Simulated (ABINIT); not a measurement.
The system is BP.

```
P B
1.0
     0.00000    2.26900    2.26900
     2.26900    0.00000    2.26900
     2.26900    2.26900    0.00000
P B
1 1
Direct
  0.75000 0.75000 0.75000
  0.00000 0.00000 0.00000
```

Program: ABINIT 10.8.3 (patched build). Alike in all runs: no spin polarisation; cell as given.

Task: Order these runs on this cell by their band gap on the k mesh, lowest first.
A. level TB-mBJ; potentials or basis JTH PAW LDA v2.0; k mesh 10 × 10 × 10; cutoff (eV) 653; smearing fermi-dirac 0.05 eV; fine-grid cutoff 1251.72 eV
B. level AM05; potentials or basis JTH PAW PBE v2.0; k mesh 10 × 10 × 10; cutoff (eV) 544; smearing fermi-dirac 0.05 eV; fine-grid cutoff 1088.46 eV
C. level PBE0; potentials or basis SG15 NC PBE v1.2; k mesh 6 × 6 × 6; cutoff (eV) 599; smearing fixed; most SCF steps 60
D. level r2SCAN; potentials or basis JTH PAW LDA v2.0; k mesh 10 × 10 × 10; cutoff (eV) 653; smearing fermi-dirac 0.05 eV; fine-grid cutoff 1251.72 eV

Result: B (1.15 eV), D (1.44 eV), A (1.97 eV), C (2.82 eV).

Caveats: the constant c of TB-mBJ comes from the pseudo density here, which moves gaps by up to 0.3 eV between sets of potentials (some runs).

A k mesh can miss the band edges.

Not every run made on this cell is shown here.
